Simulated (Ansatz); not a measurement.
SbPt:

```
Pt Sb
1.0
     4.12000    0.00000    0.00000
    -2.06000    3.56802    0.00000
     0.00000    0.00000    5.47000
Pt Sb
2 2
Cartesian
  0.0000 0.0000 2.7350
  0.0000 0.0000 0.0000
  2.0600 1.1893 4.1025
  0.0000 2.3787 1.3675
```

Base run:

```yaml
Program: Ansatz 0.2.0
Functional: PBEsol
Potentials_or_basis: Ansatz PAW
Cutoff: 420 eV
Density_cutoff: 1680 eV
k_mesh: 8 × 8 × 5
Occupations: fermi-dirac, width 0.05 eV
Spin: no spin polarisation
```

Its results: band gap on the k mesh none (metal or under the smearing width); pressure 3.6 GPa.

Q: The run is repeated on the same cell with these changes: hubbard terms from none to Pt d U = 8 eV; hubbard projectors from none to ortho-atomic (the default). What comes out?

A: Band gap on the k mesh none (metal or under the smearing width); pressure 5.3 GPa.

Caveats: the PAW data sets come from PBE, with cores solved anew for the run's functional, which leaves a small shift of forces and pressure; U without spin polarisation on a metal has little footing (some runs); the U is typed as a test and isn't derived for this compound (some runs); the density of states is complete only up to the lowest level of the last band computed (some runs).

Not every run made on this cell is shown here.
